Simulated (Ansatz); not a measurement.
# SiC: the cell at several levels of theory

Cell and atoms of rocksalt SiC are relaxed in turn with PBE and r2SCAN. This is a trial cell built on a prototype, not taken from a measured structure, and it needn't be the compound's ground state.

Code: Ansatz 0.2.0. PAW datasets, plane waves, zero pressure. The structure was generated, not taken from experiment, and needn't be the ground state; spin polarisation is off.

## 1. The cell

This is the cell as the run starts from it, not yet at rest; its lengths are not the crystal's.

It is cubic, Fm-3m (No. 225); conventional cell a = 3.877 Å, 7.28 Å³ an atom. Near Si stand 6 C at 1.94 Å; near C stand 6 Si at 1.94 Å.

The structure in full:

```xyz
2
Lattice="0.0000 1.9383 1.9383 1.9383 0.0000 1.9383 1.9383 1.9383 0.0000" Properties=species:S:1:pos:R:3 pbc="T T T"
Si    0.0000    0.0000    0.0000
C     1.9383    1.9383    1.9383
```

## 2. Relaxation with PBE

The input, input.yaml:

```yaml
crystal:
  lattice:
    - [0.0, 1.938305, 1.938305]
    - [1.938305, 0.0, 1.938305]
    - [1.938305, 1.938305, 0.0]
  atoms:
    - { symbol: Si, position: [0.0, 0.0, 0.0] }
    - { symbol: C, position: [0.5, 0.5, 0.5] }
kpoints:
  mp_grid: { grid: [10, 10, 10] }
hamiltonian:
  xc: pbe
scf:
  occupations: { method: fermi_dirac, width: 0.02 }
relax:
  f_tol: 0.005
  cell: {}
output:
  write_density: true
  write_potential: true
  elf: true
  volumetric_format: npy
```

Launch:

```
> ansatz run input.yaml --threads 2 --pin off --max-ram 2211MiB --backend cpu --events-out ev --progress --plain --runs-dir out
```

The runs that follow: Relaxing with r2SCAN.

Q: Predict the outcome of this session. Wanted: for each run, a; volume; space group; SCF geometries.

**Answer**, as computed:

| level | a (Å) | volume (Å³/atom) | space group | SCF geometries |
| --- | --- | --- | --- | --- |
| PBE | 4.058 | 8.356 | Fm-3m | 9 |
| r2SCAN | 4.028 | 8.168 | Fm-3m | 5 |

The first relaxation changed the volume by +14.7 % from the start. The volume runs from r2SCAN (least) to PBE (most), a spread of 2.3 %, or 0.8 % in length if all axes shared it alike.
